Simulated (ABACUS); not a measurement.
# Ge under changes of volume

One of the cells (18.524 Å³/atom); the others are scaled copies at fixed shape and fractional positions:

```
Ge
1.0
    -2.57449    2.57449    1.39741
     2.57449   -2.57449    1.39741
     2.57449    2.57449   -1.39741
Ge
2
Direct
  0.50000 0.50000 0.00000
  0.25000 0.75000 0.50000
```

This isn't the form of Ge at room conditions, which is diamond.

```yaml
Program: ABACUS 3.10.1
Functional: HLE16
Potentials_or_basis: GBRV ultrasoft 1.5 PBE
Cutoff: 544 eV
Density_cutoff: 4354 eV
Basis: plane waves
k_mesh: 9 × 9 × 9
Occupations: fermi-dirac, width 0.05 eV
Spin: no spin polarisation
```

```tsv
volume (Å³/atom)	energy over the lowest point (meV/atom)	pressure (GPa)
17.413	0.00	-13.9
17.783	33.47	-15.0
18.154	69.22	-15.8
18.524	106.89	-16.6
18.895	146.07	-17.2
19.265	?	?
19.636	227.96	-18.3
```

What does the run at 19.265 Å³/atom give?

Energy over the lowest point 186.51 meV/atom; pressure -17.8 GPa.

Worked out: A Birch-Murnaghan fit of order 3 (a polynomial in V^(-2/3)) to the other rows has no minimum within the range. It gives 186.47 meV/atom at 19.265 Å³/atom, against the run's 186.51, and -dE/dV = -17.7 GPa, against -17.8.

Energies are extrapolated to zero smearing.

Caveats: the potentials were made for a functional far from this one; the potentials were made for another functional, which shifts forces and pressure.
